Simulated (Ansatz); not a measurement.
# SnSe (Fm-3m) in Ansatz: relaxation of cell and atoms with PBE0

Aim: the relaxation of cell and atoms of SnSe with PBE0.

All numbers are computed with Ansatz 0.2.0; they aren't measurements. Logs are shortened: lines on timing, memory, paths and dates and some standing lists are left out, and cuts for length are marked.

**1. The crystal as given**

The structure is cubic, space group Fm-3m (No. 225). The conventional cell has a = 6.020 Å, b = 6.020 Å, c = 6.020 Å, α = 90.00°, β = 90.00°, γ = 90.00°. Sn (site symmetry m-3m) is surrounded by 6 Se at 3.01 Å. Se (site symmetry m-3m) has 6 Sn at 3.01 Å as nearest neighbours.

Measurements of this composition are mostly on another form, of space group No. 62.

**2. Relaxation of cell and atoms, PBE0**

Contents of input.yaml:

```yaml
crystal:
  lattice:
    - [0.0, 3.01, 3.01]
    - [3.01, 0.0, 3.01]
    - [3.01, 3.01, 0.0]
  atoms:
    - { symbol: Sn, position: [0.0, 0.0, 0.0] }
    - { symbol: Se, position: [0.5, 0.5, 0.5] }
hamiltonian:
  xc: pbe0
  pseudopotentials: { kind: paw }
kpoints:
  mp_grid: { grid: [4, 4, 4] }
scf:
  occupations: { method: fermi_dirac, width: 0.05 }
output:
  forces: true
  stress: true
relax:
  f_tol: 0.01
  max_steps: 40
  cell: { stress_tol: 0.05 }
```

Potentials or basis: Ansatz PAW.

Command:

```console
$ ansatz run input.yaml --threads 2 --pin off --max-ram 5632MiB --backend cpu --events-out ev --progress --plain --runs-dir out
```

Output:

```text
Warning: RAYON_NUM_THREADS=2 ignored (pool sized by the plan → 2); use --threads N
Engine: ansatz 0.2.0, aarch64-unknown-linux-gnu
Pseudopotentials: kind: paw
Pseudopotential: Sn, paw, valence charge 14, recommended cutoff 420 eV (normal), Sn.paw.azcp
Pseudopotential: Se, paw, valence charge 16, recommended cutoff 420 eV (normal), Se.paw.azcp
Functional definition: PBE0
  parameter a = 0.25
  parameter kappa = 0.804
  parameter beta = 0.06672455060314922
  exchange = (1 - a)*pbe_x(kappa = kappa, mu = beta*pi^2/3) + a*exact_x
  correlation = pbe_c(beta = beta)
Crystal: 2 atoms, lattice volume = 54.542 Å³
Basis set: ecut = 420 eV, 1067 PW (Γ), exchange–correlation on 60×60×60 points (8 copies of the dense FFT grid, shifted against one another)
Bands: 19, of which v1, the nominal top of the filled ones, is band 15 counted from 1 (14 counted from 0)
Symmetry: 48 space group operations
Space group: Fm-3m (ITA 225), of the structure as read, at distance tolerance 3.8e-5 Å
k-points: 8 of 64
Non-local potential: Sn, projectors of the file, l = 0: 2, l = 1: 2, l = 2: 2, l = 3: 2
Non-local potential: Se, projectors of the file, l = 0: 2, l = 1: 2, l = 2: 3, l = 3: 1
PAW form: soft (Blöchl's): semilocal exchange-correlation on the pseudo side does not see the compensation charge
PAW frozen core: Sn, regenerated for the run's functional, and the local potential with it (the file was generated under x = pbe(κ = 0.804, μ = 0.2195149727645171), c = pbe(β = 0.06672455060314922))
PAW frozen core: Se, regenerated for the run's functional, and the local potential with it (the file was generated under x = pbe(κ = 0.804, μ = 0.2195149727645171), c = pbe(β = 0.06672455060314922))
PAW one-centre angular grid: Sn, 590 points (default); XC on 64 Gauss nodes
PAW one-centre angular grid: Se, 590 points (default); XC on 64 Gauss nodes
Initial density: superposition of atomic densities (neutral atoms: chi_scale 0, normalization atom), corrected by the library's trained network
Initial wavefunctions: pseudopotential atomic-orbital guess
Functional: x = pbe(κ = 0.804, μ = 0.2195149727645171), c = pbe(β = 0.06672455060314922), warm-up for x = 0.75 pbe(κ = 0.804, μ = 0.2195149727645171) + 0.25 exact, c = pbe(β = 0.06672455060314922)
SCF iter   1: F=—  HF=-11494.209552 eV  |F-HF|=—  |Δ(HF+E_count)|=         —  Δρ=2.83e-3  dr2=6.83e-3  ethr=1.77e-3  ⟨swp⟩=7.6  Hψ=593  notcnv=0
preconditioner: auto → none  [insulator: Δε(μ)=0.583 eV  Ē_g=17.449 eV  σ=0.050 eV  W_gap=0.99  n_scr=14 (ndim 8)  ℏωp=22.5 eV  f_vac=0.016  D(μ)=0.01/eV (n_scr^D=0)]
SCF iter   2: F=—  HF=-11494.208839 eV  |F-HF|=—  |Δ(HF+E_count)|=   7.14e-4  Δρ=1.19e-3  dr2=7.56e-4  ethr=2.28e-5  ⟨swp⟩=3.4  Hψ=368  notcnv=0
SCF iter   3: F=—  HF=-11494.208803 eV  |F-HF|=—  |Δ(HF+E_count)|=   3.60e-5  Δρ=6.33e-4  dr2=1.72e-4  ethr=2.52e-6  ⟨swp⟩=4.0  Hψ=365  notcnv=0
SCF iter   4: F=—  HF=-11494.208847 eV  |F-HF|=—  |Δ(HF+E_count)|=   4.40e-5  Δρ=2.22e-4  dr2=3.43e-5  ethr=5.72e-7  ⟨swp⟩=2.8  Hψ=280  notcnv=0
iter 5 solved again at ethr=6.23e-9 eV; its pass at ethr=1.14e-7 eV (dr2=1.87e-6 eV) is discarded
SCF iter   5: F=-11494.208853 eV  HF=-11494.208852 eV  |F-HF|=3.64e-7  |Δ(HF+E_count)|=   5.70e-6  Δρ=5.43e-5  dr2=1.78e-6  ethr=6.23e-9  ⟨swp⟩=3.6  Hψ=652  notcnv=0
SCF 1 stopped early in 5 iterations: F = -11494.208853 eV  dr2 = 1.78e-6
Initial density: handed on by an earlier stage of this run
Initial wavefunctions: those handed on with the density
Functional: x = 0.75 pbe(κ = 0.804, μ = 0.2195149727645171) + 0.25 exact, c = pbe(β = 0.06672455060314922)
Frozen-core exchange: fock
SCF iter   1: F=—  HF=-11498.826797 eV  |F-HF|=—  |Δ(HF+E_count)|=         —  Δρ=4.45e-3  dr2=1.14e-2  ethr=5.94e-8  ⟨swp⟩=8.0  Hψ=837  notcnv=0
preconditioner: auto → none  [insulator: Δε(μ)=0.941 eV  Ē_g=11.401 eV  σ=0.050 eV  W_gap=1.00  n_scr=14 (ndim 8)  ℏωp=15.9 eV  f_vac=0.009  D(μ)=0.00/eV (n_scr^D=0)]
SCF iter   2: F=—  HF=-11498.819797 eV  |F-HF|=—  |Δ(HF+E_count)|=   7.00e-3  Δρ=2.18e-3  dr2=2.62e-3  ethr=5.94e-8  ⟨swp⟩=5.0  Hψ=582  notcnv=0
SCF iter   3: F=—  HF=-11498.819321 eV  |F-HF|=—  |Δ(HF+E_count)|=   4.76e-4  Δρ=7.20e-4  dr2=1.36e-3  ethr=5.94e-8  ⟨swp⟩=4.9  Hψ=528  notcnv=0
SCF iter   4: F=—  HF=-11498.826741 eV  |F-HF|=—  |Δ(HF+E_count)|=   7.42e-3  Δρ=7.59e-4  dr2=4.29e-4  ethr=5.94e-8  ⟨swp⟩=5.0  Hψ=551  notcnv=0
[... 128 lines left out ...]
hybrid outer 3: dexx = +2.471e-12 eV, tail = 3.42e-12 eV, Δε = 2.60e-5 eV (about 4.62e-6 eV left of the loop's levels), ΔF = 2.05e-29 eV/Å (tail inf)
relax step   4: F+E_penalty+E_count = -11498.83783937 eV  Δ(F+E_penalty+E_count) = -1.758e-5 eV  max|allowed force component| = 4.207e-30 eV/Å  Δτ_max = 0.0000 Å  P = -0.001 GPa  Ω = 52.683 Å³  energy of the carried Pulay correction = +3.637e-4 eV  (13 SCF iters, accepted)
Frozen-core exchange: fock
iter 1 solved again at ethr=1.28e-9 eV; its pass at ethr=1.00e-1 eV (dr2=3.83e-7 eV) is discarded
SCF iter   1: F=—  HF=-11498.837441 eV  |F-HF|=—  |Δ(HF+E_count)|=         —  Δρ=3.97e-5  dr2=1.78e-7  ethr=1.28e-9  ⟨swp⟩=16.0  Hψ=1181  notcnv=1
preconditioner: auto → none  [insulator: Δε(μ)=1.121 eV  Ē_g=12.244 eV  σ=0.050 eV  W_gap=1.00  n_scr=14 (ndim 8)  ℏωp=16.2 eV  f_vac=0.005  D(μ)=0.00/eV (n_scr^D=0)]
SCF iter   2: F=—  HF=-11498.837440 eV  |F-HF|=—  |Δ(HF+E_count)|=   1.91e-7  Δρ=1.76e-5  dr2=4.55e-8  ethr=5.38e-10  ⟨swp⟩=3.1  Hψ=391  notcnv=0
SCF iter   3: F=—  HF=-11498.837441 eV  |F-HF|=—  |Δ(HF+E_count)|=   3.64e-8  Δρ=5.52e-6  dr2=9.64e-8  ethr=9.79e-11  ⟨swp⟩=3.2  Hψ=332  notcnv=0
SCF iter   4: F=—  HF=-11498.837443 eV  |F-HF|=—  |Δ(HF+E_count)|=   2.82e-6  Δρ=9.04e-6  dr2=2.68e-8  ethr=1.02e-11  ⟨swp⟩=5.0  Hψ=625  notcnv=0  defer=29
SCF iter   5: F=-11498.837443 eV  HF=-11498.837443 eV  |F-HF|=2.89e-10  |Δ(HF+E_count)|=   5.30e-8  Δρ=1.31e-6  dr2=7.85e-10  ethr=1.02e-11  ⟨swp⟩=5.0  Hψ=601  notcnv=0  defer=1
SCF 15 stopped early in 5 iterations: F = -11498.837443 eV  dr2 = 7.85e-10
hybrid outer 1: dexx = +2.976e-6 eV, tail = 1.89e-8 eV
Frozen-core exchange: fock
SCF iter   1: F=—  HF=-11498.837443 eV  |F-HF|=—  |Δ(HF+E_count)|=         —  Δρ=1.66e-6  dr2=6.46e-10  ethr=3.15e-10  ⟨swp⟩=10.8  Hψ=541  notcnv=0
preconditioner: auto → none  [insulator: Δε(μ)=1.121 eV  Ē_g=11.579 eV  σ=0.050 eV  W_gap=1.00  n_scr=14 (ndim 8)  ℏωp=16.2 eV  f_vac=0.005  D(μ)=0.00/eV (n_scr^D=0)]
SCF iter   2: F=—  HF=-11498.837443 eV  |F-HF|=—  |Δ(HF+E_count)|=  7.46e-11  Δρ=5.89e-7  dr2=1.02e-10  ethr=2.08e-12  ⟨swp⟩=4.0  Hψ=448  notcnv=0
SCF iter   3: F=—  HF=-11498.837443 eV  |F-HF|=—  |Δ(HF+E_count)|=  1.64e-11  Δρ=8.98e-8  dr2=3.10e-11  ethr=1.00e-12  ⟨swp⟩=2.0  Hψ=272  notcnv=0
SCF iter   4: F=-11498.837443 eV  HF=-11498.837443 eV  |F-HF|=1.09e-11  |Δ(HF+E_count)|=  2.62e-10  Δρ=1.63e-7  dr2=1.18e-11  ethr=1.00e-12  ⟨swp⟩=3.5  Hψ=319  notcnv=0
SCF 16 converged in 4 iterations: F = -11498.837443 eV  dr2 = 1.18e-11
  Residual-converged pass: ⟨swp⟩=3.9  Hψ=510  notcnv=0  max |occ|·‖R‖ = 9.0e-9 eV (tolerance 1.0e-8 eV)  dr2=1.26e-11  dr2_onsite=2.49e-12  max |Δocc| = 4.4e-16
hybrid outer 2: dexx = +3.331e-10 eV, tail = 4.95e-11 eV, Δε = 8.16e-5 eV (about 5.75e-6 eV left of the loop's levels)
relax step   5: F+E_penalty+E_count = -11498.83744340 eV  Δ(F+E_penalty+E_count) = +3.960e-4 eV  max|allowed force component| = 4.339e-30 eV/Å  Δτ_max = 0.0000 Å  P = -0.003 GPa  Ω = 52.683 Å³  stress off target by 2.66e-3 GPa  SCF on the basis re-selected at this cell (its energy is not comparable with the rows above)  (9 SCF iters)
basis re-selected at this cell: Δ(F+E_penalty+E_count) = +3.960e-4 eV, ΔP = -0.001 GPa vs the last step (what re-selecting the basis moved, of the pressure what is left beyond the Pulay correction that the steps carried, after the strain that the cell walked since its last selection, with what the two solves' SCF thresholds leave and, on support functions, any second-order correction that the steps lacked; it is no measure of the basis error at this ecutwfc). This SCF's stress stands 2.66e-3 GPa from its target on what of the cell is left free (relax.cell.stress_tol is 5.00e-2 GPa) and its largest allowed force component is 4.34e-30 eV/Å (relax.f_tol is 1.00e-2 eV/Å): within both
hybrid SCF converged: 2 outer / 9 inner (+0 warm-up), last move |dexx| = 3.33e-10 eV, tail = 4.95e-11 eV
Stability not checked: this state was not tested for a lower state beside it, because the functional holds exact exchange (a hybrid, or Hartree-Fock), whose exchange loop this test does not read (fock_operator; see scf.lower_state_search)
Free energy (F): -11498.837443 eV
Frozen-core exchange: fock
Harris-Foulkes:  -11498.837443 eV  (|F-HF|=1.09e-11)
Internal energy: -11498.837441 eV  (E = F + TS)
E sigma→0 (E₀):  -11498.837442 eV
Entropy (-TS):   -0.000002 eV (-0.001 meV/atom)
Fermi energy:    9.920444 eV
--- Per-component energies (eV) ---
  E_band       = -552.330190
  E_kinetic    = 301.839663
  E_local      = -3262.641208  (includes V_loc(G=0)·N_el)
  E_nonlocal   = -629.638277
  E_hartree    = 1725.995801
  E_xc         = -373.402546
  E_vxc        = -150.332633  (∫ρ·V_xc dr)
  E_exx        = -116.628526  (= α·E_x^exact, valence–valence)
  E_paw        = -6045.542146  (= ΣΔE_a)
  E_vpaw       = -30.291531  (= ΣTr[D̂ρ^β])
  E_aug_tail   = -0.000654  (compensation charges beyond the density's cutoff)
  E_ewald      = -3097.996305
  E_core_change = -0.823244  (= ΣΔE_core)
  E_smearing   = -0.000002  (= −TS)
  E_closure    = -0.000000  (closes the sum)
  Σ components = -11498.837443   (vs F -11498.837443, Δ=1.82e-12)
--- Forces (eV/Å), atoms counted from 1 ---
  atom   1  Sn    -0.00000000     0.00000000    -0.00000000
  atom   2  Se    -0.00000000     0.00000000     0.00000000
  max |Σ_I F_I| component: 1.03e-29 eV/Å
--- Stress (GPa, compression-positive) ---
       -0.002661       0.000000       0.000000
        0.000000      -0.002661       0.000000
        0.000000      -0.000000      -0.002661
  P = ⅓ Tr σ = -0.0027 GPa (-0.027 kbar)
--- Band table (eV; the first three rows and the last of 8) ---
  k-point 0: bands = ["-42.8847", "-42.8847", "-42.8805", "-42.8805", "-42.8805", "-14.9463", "-14.9463", "-14.9348", "-14.9348", "-14.9348", "-6.7454", "3.6786", "6.3059", "6.3059", "6.3059", "14.9296", "14.9296"]
  k-point 1: bands = ["-42.8846", "-42.8846", "-42.8805", "-42.8805", "-42.8805", "-14.9511", "-14.9511", "-14.9340", "-14.9285", "-14.9285", "-6.2616", "1.4183", "6.4173", "6.4173", "8.1122", "12.3153", "12.6419"]
  k-point 2: bands = ["-42.8846", "-42.8846", "-42.8805", "-42.8805", "-42.8805", "-14.9567", "-14.9567", "-14.9329", "-14.9213", "-14.9213", "-5.6099", "-0.2375", "6.5878", "6.5878", "9.3600", "10.4809", "11.2777"]
  k-point 7: bands = ["-42.8846", "-42.8846", "-42.8805", "-42.8805", "-42.8804", "-14.9728", "-14.9471", "-14.9289", "-14.9289", "-14.9146", "-5.2275", "1.1944", "3.3592", "3.3592", "8.1130", "11.6209", "15.1935"]
  guard bands above this table: 2 of the run's 19 bands. The solve was not asked for them (output.publish_guard_bands: true or output.eigenvalues: true publishes all)
--- Relaxed structure (4 steps of the walk, 4 accepted, 1 SCFs on fresh bases) ---
  F+E_penalty+E_count = -11498.83744340 eV   max|allowed force component| = 4.339e-30 eV/Å   (the final SCF, on the basis selected at the relaxed cell)
  cell:  # Å, volume = 52.6825 Å³
    - [1.7961186415956957e-33, 2.975401167051416, 2.975401167051416]
    - [2.975401167051416, 1.5286116098686771e-33, 2.975401167051416]
    - [2.975401167051416, 2.975401167051416, 2.101840963569431e-33]
  atoms:
    - { symbol: Sn, position: [8.664551936905344e-36, -1.7329103873863425e-35, -1.0664063922351146e-35] }
    - { symbol: Se, position: [0.5, 0.5, 0.5] }
```

Wall time 45 s (2 threads of Arm Neoverse V1, shared host); peak memory 0.79 GiB.

What came out:

* Free energy: -11498.8374 eV
* Relaxed volume: 26.34 Å³/atom
* Relaxed cell: a = 4.208 Å, b = 4.208 Å, c = 4.208 Å, α = 60.00°, β = 60.00°, γ = 60.00°
* Space group after relaxing (to 0.05 Å): Fm-3m (No. 225)
* Energy gained by relaxing: 5.4 meV/atom
* Ionic steps: 5
* Pressure after relaxing: 0.0 GPa
* Band gap on the k mesh: 1.12 eV, direct

The path:
```tsv
step	energy change (eV)	largest force (eV/Å)	volume (Å³)
1	0.0000	0.0000	54.54
2	-0.0090	0.0000	51.85
3	-0.0111	0.0000	52.73
4	-0.0111	0.0000	52.68
5	-0.0107	0.0000	52.68
```

Final structure:
```cif
data_structure
_symmetry_space_group_name_H-M 'P 1'
_symmetry_Int_Tables_number 1
_cell_length_a 4.2079
_cell_length_b 4.2079
_cell_length_c 4.2079
_cell_angle_alpha 60.000
_cell_angle_beta 60.000
_cell_angle_gamma 60.000
_cell_volume 52.68
loop_
_atom_site_label
_atom_site_type_symbol
_atom_site_fract_x
_atom_site_fract_y
_atom_site_fract_z
_atom_site_occupancy
Sn1 Sn 0.00000 0.00000 0.00000 1
Se1 Se 0.50000 0.50000 0.50000 1
```

Levels at points of the mesh, in eV from the valence-band top:
```tsv
k point	band 11	band 12	band 13	band 14	band 15	band 16	band 17
(0.00, 0.00, 0.00)	-16.11	-5.68	-3.05	-3.05	-3.05	5.57	5.57
(0.00, 0.00, -0.50)	-14.97	-9.60	-2.77	-2.77	0.00	1.12	1.92
(0.00, -0.50, -0.50)	-14.62	-6.96	-6.90	-4.74	-4.74	3.62	6.77
```

Caveat: the k mesh is coarse (spacing up to 0.45 Å⁻¹), so the values aren't converged, least of all with exact exchange; the plane-wave basis is chosen anew once the cell has moved, so the energies of steps on either side of that aren't comparable; spin-orbit coupling is left out, which moves the levels of the heavy elements; the PAW data sets come from PBE, with cores solved anew for the run's functional, which leaves a small shift of forces and pressure. A k mesh can miss the band edges.
